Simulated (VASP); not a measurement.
# Mg (P6_3/mmc) in VASP: notebook

One crystal, Mg, is run at these levels: PBE, LDA; tasks: relaxation of cell and atoms.

Program: VASP 6.6.1. These are calculated values, not measurements. Logs are shortened: lines on timing, memory, paths and dates and some standing lists are left out, and cuts for length are marked.

## (1) Starting point

The structure is hexagonal, space group P6_3/mmc (No. 194). Conventional cell: a = 3.209 Å, b = 3.209 Å, c = 5.210 Å, α = 90.00°, β = 90.00°, γ = 120.00°. Mg (site symmetry -6m2) has 12 Mg at 3.20 to 3.21 Å as nearest neighbours.

## (2) Relaxation of cell and atoms, PBE

Contents of INCAR:

```
ALGO = Normal ; EDIFF = 1E-6
EDIFFG = -0.01 ; ENCUT = 600
GGA = PE ; IBRION = 2
ISIF = 3 ; ISMEAR = 1
LASPH = T ; LCHARG = F
LREAL = F ; LWAVE = F
NELM = 80 ; NSW = 90
PREC = Accurate ; SIGMA = 0.1
```

Contents of KPOINTS:

```
k-points
0
Gamma
  15 15 7
```

Contents of POSCAR:

```
Mg
1.0
    3.2093000000      0.0000000000      0.0000000000
   -1.6046500000      2.7793353300      0.0000000000
    0.0000000000      0.0000000000      5.2103000000
Mg
2
Direct
    0.3333333300      0.6666666700      0.2500000000
    0.6666666700      0.3333333300      0.7500000000
```

Potentials or basis: VASP PAW PBE potentials, release 64 (Mg).

Run with:

```
$ cat potpaw_PBE.64/Mg/POTCAR > POTCAR
$ mpirun -np 1 vasp_std > vasp.out
```

OUTCAR:

```text
EDIFF = 1E-6
   EDIFFG = -0.01
   ENCUT = 600
   GGA = PE
   IBRION = 2
   ISIF = 3
   ISMEAR = 1
   LASPH = T
   LREAL = F
   NELM = 80
   NSW = 90
   PREC = Accurate

 ion  position               nearest neighbor table
   1  0.333  0.667  0.250-   2 3.20   2 3.20   2 3.20   2 3.20   2 3.20   2 3.20
   2  0.667  0.333  0.750-   1 3.20   1 3.20   1 3.20   1 3.20   1 3.20   1 3.20

  LATTYP: Found a hexagonal cell.
 ALAT       =     3.2093000000
 C/A-ratio  =     1.6235004518

  Lattice vectors:

 A1 = (   3.2093000000,   0.0000000000,   0.0000000000)
 A2 = (  -1.6046500000,   2.7793353300,   0.0000000000)
 A3 = (   0.0000000000,   0.0000000000,   5.2103000000)

Analysis of symmetry for initial positions (statically):
=====================================================================
 Subroutine PRICEL returns:
 Original cell was already a primitive cell.

 Routine SETGRP: Setting up the symmetry group for a
 hexagonal supercell.

 Subroutine GETGRP returns: Found 24 space group operations
 (whereof 12 operations were pure point group operations)
 out of a pool of 24 trial point group operations.

The static configuration has the point symmetry D_3d.
 The point group associated with its full space group is D_6h.

Analysis of symmetry for dynamics (positions and initial velocities):
=====================================================================
 Subroutine PRICEL returns:
 Original cell was already a primitive cell.

 Routine SETGRP: Setting up the symmetry group for a
 hexagonal supercell.

 Subroutine GETGRP returns: Found 24 space group operations
 (whereof 12 operations were pure point group operations)
 out of a pool of 24 trial point group operations.

The dynamic configuration has the point symmetry D_3d.
 The point group associated with its full space group is D_6h.

 Subroutine INISYM returns: Found 24 space group operations
 (whereof 12 operations are pure point group operations),
 and found     1 'primitive' translations

----------------------------------------------------------------------------------------

                                     Primitive cell

  volume of cell :      46.4744

  direct lattice vectors                    reciprocal lattice vectors
     3.209300000  0.000000000  0.000000000     0.311594429  0.179899127  0.000000000
    -1.604650000  2.779335330  0.000000000     0.000000000  0.359798254  0.000000000
     0.000000000  0.000000000  5.210300000     0.000000000  0.000000000  0.191927528

  length of vectors
     3.209300000  3.209300001  5.210300000     0.359798255  0.359798254  0.191927528

  position of ions in fractional coordinates (direct lattice)
     0.333333330  0.666666670  0.250000000
     0.666666670  0.333333330  0.750000000

  ion indices of the primitive-cell ions
   primitive index   ion index
                 1           1
                 2           2

----------------------------------------------------------------------------------------

 KPOINTS: k-points

Automatic generation of k-mesh.
 Grid dimensions read from file:
 generate k-points for:   15   15    7

 Generating k-lattice:

  Cartesian coordinates                     Fractional coordinates (reciprocal lattice)
     0.020772962  0.011993275  0.000000000     0.066666667 -0.000000000  0.000000000
     0.000000000  0.023986550  0.000000000     0.000000000  0.066666667  0.000000000
     0.000000000  0.000000000  0.027418218     0.000000000  0.000000000  0.142857143

  Length of vectors
     0.023986550  0.023986550  0.027418218

  Shift w.r.t. Gamma in fractional coordinates (k-lattice)
     0.000000000  0.000000000  0.000000000

 Subroutine IBZKPT returns following result:
 ===========================================

 Found    108 irreducible k-points:

 Following reciprocal coordinates:
            Coordinates               Weight
  0.000000  0.000000  0.000000      1.000000
  0.066667  0.000000  0.000000      6.000000
  0.133333  0.000000  0.000000      6.000000
  0.200000  0.000000  0.000000      6.000000
  0.266667  0.000000  0.000000      6.000000
  0.333333  0.000000  0.000000      6.000000
[... 16 lines left out ...]
  0.333333  0.200000  0.000000     12.000000
  0.400000  0.200000  0.000000      6.000000
 [... further k-points ...]
   k-points           NKPTS =    108   k-points in BZ     NKDIM =    108   number of bands    NBANDS=      6
   number of dos      NEDOS =    301   number of ions     NIONS =      2
   total plane-waves  NPLWV =  32928
   dimension x,y,z NGX =    28 NGY =   28 NGZ =   42
   dimension x,y,z NGXF=    56 NGYF=   56 NGZF=   84
   ions per type =               2
   NGX,Y,Z   is equivalent  to a cutoff of  14.50, 14.50, 13.40 a.u.
   NGXF,Y,Z  is equivalent  to a cutoff of  29.01, 29.01, 26.80 a.u.
 SYSTEM =  unknown system
   PREC   = accura    normal or accurate (medium, high low for compatibility)
   ISTART =      0    job   : 0-new  1-cont  2-samecut
   ICHARG =      2    charge: 1-file 2-atom 10-const
   ISPIN  =      1    spin polarized calculation?
   LNONCOLLINEAR =      F non collinear calculations
   LSORBIT =      F    spin-orbit coupling
   LASPH  =      T    aspherical Exc in radial PAW
   ENCUT  =  600.0 eV  44.10 Ry    6.64 a.u.   6.41  6.41 10.41*2*pi/ulx,y,z
   NELM   =     80;   NELMIN=  2; NELMDL= -5     # of ELM steps
   EDIFF  = 0.1E-05   stopping-criterion for ELM
   LREAL  =      F    real-space projection
   EDIFFG = -.1E-01   stopping-criterion for IOM
   NSW    =     90    number of steps for IOM
   IBRION =      2    ionic relax: 0-MD 1-quasi-New 2-CG
   NFREE  =      1    steps in history (QN), initial steepest desc. (CG)
   ISIF   =      3    stress and relaxation
   ISYM   =      2    0-nonsym 1-usesym 2-fastsym
   POTIM  = 0.5000    time-step for ionic-motion
   TEBEG  =    0.0;   TEEND  =   0.0 temperature during run
   PSTRESS=    0.0 pullay stress
   NELECT =       4.0000    total number of electrons
   NUPDOWN=      -1.0000    fix difference up-down
   EMIN   =  10.00;   EMAX   =-10.00  energy-range for DOS
   EFERMI =   0.00;   METHOD = LEGACY
   ISMEAR =     1;   SIGMA  =   0.10  broadening in eV -4-tet -1-fermi 0-gaus
   EFERMI_NEDOS =   21; number of points for ismear=-14 and -15
   IALGO  =     38    algorithm
   IMIX   =      4    mixing-type and parameters
     AMIX     =   0.40;   BMIX     =  1.00
     AMIX_MAG =   1.60;   BMIX_MAG =  1.00
  volume/ion in A,a.u.               =      23.24       156.81
  Fermi-wavevector in a.u.,A,eV,Ry     =   0.722809  1.365911  7.108401  0.522453
  Thomas-Fermi vector in A             =   1.812866
   LORBIT       =      0    0 simple, 1 ext, 2 COOP (PROOUT), +10 PAW based schemes
   GGA     = PE    functional components
   LHFCALC =     F    Hartree Fock is set to
   AEXX    =    0.0000 exact exchange contribution
   IVDW    =     0    specifies the selected vdW correction
   LEPSILON=     F    determine dielectric tensor
   LRPA    =     F    only Hartree local field effects (RPA)
 conjugate gradient relaxation of ions
 non-spin polarized calculation
 Methfessel and Paxton  Order N= 1 SIGMA  =   0.10
  energy-cutoff  :      600.00
  volume of cell :       46.47
 maximum number of plane-waves:      1569
 NGX is ok and might be reduce to    28
   NGX = 13   NGY = 13   NGZ = 21

--------------------------------------- Ionic step        1  -------------------------------------------

 number of electron       4.0000000 magnetization

 Free energy of the ion-electron system (eV)
  ---------------------------------------------------
  ext. energy  EPLUGINS =         0.00000000
  ---------------------------------------------------
  free energy    TOTEN  =        -3.01338438 eV

  energy without entropy =       -3.01356714  energy(sigma->0) =       -3.01344530

------------------------ aborting loop because EDIFF is reached ----------------------------------------

  FORCE on cell =-STRESS in cart. coord.  units (eV):
  Direction    XX          YY          ZZ          XY          YZ          ZX
  --------------------------------------------------------------------------------------
  -------------------------------------------------------------------------------------
  Total       -0.0600471     -0.0600471     -0.3772952      0.0000000     -0.0000000      0.0000000
  in kB       -2.0700869     -2.0700869    -13.0070225      0.0000000     -0.0000000      0.0000000
  external PRESSURE =      -5.7157321 kB  Pullay stress =       0.0000000 kB

 VOLUME and BASIS-vectors are now :
 -----------------------------------------------------------------------------
  energy-cutoff  :      600.00
  volume of cell :       46.47
      direct lattice vectors                 reciprocal lattice vectors
     3.209300000  0.000000000  0.000000000     0.311594429  0.179899127  0.000000000
    -1.604650000  2.779335330  0.000000000     0.000000000  0.359798254  0.000000000
     0.000000000  0.000000000  5.210300000     0.000000000  0.000000000  0.191927528
[... 217 lines left out ...]
 POSITION                                       TOTAL-FORCE (eV/Angst)
 -----------------------------------------------------------------------------------
     -0.00000      1.85413      1.28236         0.000000     -0.000000      0.000000
      1.60572      0.92706      3.84707        -0.000000      0.000000      0.000000
 -----------------------------------------------------------------------------------
    total drift:                                0.000000     -0.000000      0.000000

  FREE ENERGIE OF THE ION-ELECTRON SYSTEM (eV)
  ---------------------------------------------------
  free  energy   TOTEN  =        -3.0161682046 eV

  energy  without entropy=       -3.0157914252  energy(sigma->0) =       -3.01604261

--------------------------------------- Ionic step        8  -------------------------------------------

 number of electron       4.0000000 magnetization

 Free energy of the ion-electron system (eV)
  ---------------------------------------------------
  ext. energy  EPLUGINS =         0.00000000
  ---------------------------------------------------
  free energy    TOTEN  =        -3.01619089 eV

  energy without entropy =       -3.01579300  energy(sigma->0) =       -3.01605826

 E-fermi :   2.6054     XC(G=0):  -8.5005

 val. band max:        2.5914819146   @ k =   0.3333   0.1333   0.1429
 cond. band min:       2.6317426371   @ k =   0.2000   0.0667   0.0000
 fundamental gap:      0.0402607224
 Fermi energy:         2.6053570113

 k-point     1 :       0.0000    0.0000    0.0000
  band No.  band energies     occupation
      1      -4.2955      2.00000
      2       1.0535      2.00000
      3       1.5730      2.00000
      4      13.4207      0.00000
      5      13.4207      0.00000
      6      13.4978      0.00000

 k-point     2 :       0.0667    0.0000    0.0000
  band No.  band energies     occupation
      1      -4.2088      2.00000
      2       1.1325      2.00000
      3       1.6571      2.00000
      4      11.6692      0.00000
      5      12.4408      0.00000
      6      13.2719      0.00000
[... 181 lines left out ...]
 k-point    23 :       0.3333    0.2000    0.0000
  band No.  band energies     occupation
      1      -0.1410      2.00000
      2       2.2846      2.00006
      3       4.5068     -0.00000
      4       4.9292      0.00000
      5       6.0563      0.00000
      6       7.3404      0.00000

 k-point    24 :       0.4000    0.2000    0.0000
  band No.  band energies     occupation
      1       1.0062      2.00000
      2       1.0094      2.00000
      3       4.4981     -0.00000
      4       5.8631      0.00000
      5       6.2525      0.00000
      6       6.5464      0.00000

 [... further k-points ...]
[... 5 lines left out ...]
  --------------------------------------------------------------------------------------
  -------------------------------------------------------------------------------------
  Total       -0.0021106     -0.0021106     -0.0123225      0.0000000     -0.0000000      0.0000000
  in kB       -0.0738793     -0.0738793     -0.4313389      0.0000000     -0.0000000      0.0000000
  external PRESSURE =      -0.1930325 kB  Pullay stress =       0.0000000 kB

 VOLUME and BASIS-vectors are now :
 -----------------------------------------------------------------------------
  energy-cutoff  :      600.00
  volume of cell :       45.77
      direct lattice vectors                 reciprocal lattice vectors
     3.211846964  0.000000000  0.000000000     0.311347337  0.179756469 -0.000000000
    -1.605923482  2.781541065  0.000000000     0.000000000  0.359512938 -0.000000000
     0.000000000  0.000000000  5.123299486    -0.000000000 -0.000000000  0.195186716

 POSITION                                       TOTAL-FORCE (eV/Angst)
 -----------------------------------------------------------------------------------
     -0.00000      1.85436      1.28082         0.000000      0.000000     -0.000000
      1.60592      0.92718      3.84247        -0.000000     -0.000000      0.000000
 -----------------------------------------------------------------------------------
    total drift:                                0.000000     -0.000000      0.000000

  FREE ENERGIE OF THE ION-ELECTRON SYSTEM (eV)
  ---------------------------------------------------
  free  energy   TOTEN  =        -3.0161908928 eV

  energy  without entropy=       -3.0157929983  energy(sigma->0) =       -3.01605826

 reached required accuracy - stopping structural energy minimisation
```

It took 73 s on 1 thread of Intel Xeon Platinum 8259CL at 2.50GHz (Skylake/Cascade Lake), shared host; peak memory 0.21 GiB.

What came out:

```yaml
Free_energy: -3.0162 eV
Relaxed_volume: 22.89 Å³/atom
Relaxed_cell: a = 3.212 Å, b = 3.212 Å, c = 5.123 Å, α = 90.00°, β = 90.00°, γ = 120.00°
Space_group_after_relaxing_to_0.05_Å: P6_3/mmc (No. 194)
Energy_gained_by_relaxing: 1.4 meV/atom
Ionic_steps: 8
Pressure_after_relaxing: 0.0 GPa
Band_gap_on_the_k_mesh: none (metal or under the smearing width)
```

The path:
```csv
step,energy change (eV),largest force (eV/Å),pressure (GPa),volume (Å³)
1,0.0000,0.0000,-0.57,46.47
2,-0.0023,0.0000,-0.14,45.92
3,-0.0026,0.0000,0.07,45.66
4,-0.0026,0.0000,0.09,45.63
5,-0.0027,0.0000,0.03,45.71
6,-0.0028,0.0000,-0.05,45.81
7,-0.0028,0.0000,-0.05,45.81
8,-0.0028,0.0000,-0.02,45.77
```

Final structure:
```yaml
crystal:
  lattice:
    - [3.21185, 0.00000, 0.00000]
    - [-1.60592, 2.78154, 0.00000]
    - [0.00000, 0.00000, 5.12330]
  atoms:
    - { symbol: Mg, position: [0.33333, 0.66667, 0.25000] }
    - { symbol: Mg, position: [0.66667, 0.33333, 0.75000] }
```

(Part 1 of 2 ends here.)
